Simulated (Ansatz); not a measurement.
A crystal relaxed with r2SCAN in the plane-wave code Ansatz has space group Fm-3m (No. 225) and a = 6.705 Å.

```
atom  site       x       y       z
  Sr    4a  0.0000  0.0000  0.0000
  Xx    4b  0.5000  0.0000  0.0000
```

r2SCAN gives an indirect gap of 2.17 eV, from Γ to X; the least direct gap is 2.91 eV at X. HSE06 gives an indirect gap of 2.49 eV, from Γ to X; the least direct gap is 3.30 eV at X. PBE gives an indirect gap of 1.77 eV, from Γ to X; the least direct gap is 2.49 eV at X. Meshes: r2SCAN 6×6×6, HSE06 4×4×4, PBE 6×6×6. r2SCAN's ε∞ is 5.3 in all directions.

Q: Which element is Xx?
A. O
B. S
C. Te
D. Se

A: C. Xx is Te: SrTe (Fm-3m) from a database structure. Sr is surrounded by 6 Te at 3.35 Å; Te is surrounded by 6 Sr at 3.35 Å.

Calculated for a static, non-magnetic cell.

No spin-orbit coupling is included; it can move band edges with weight on the heavy atoms by tenths of an eV.

The meshes of the hybrids are coarse, so their gaps aren't converged to the digits shown.
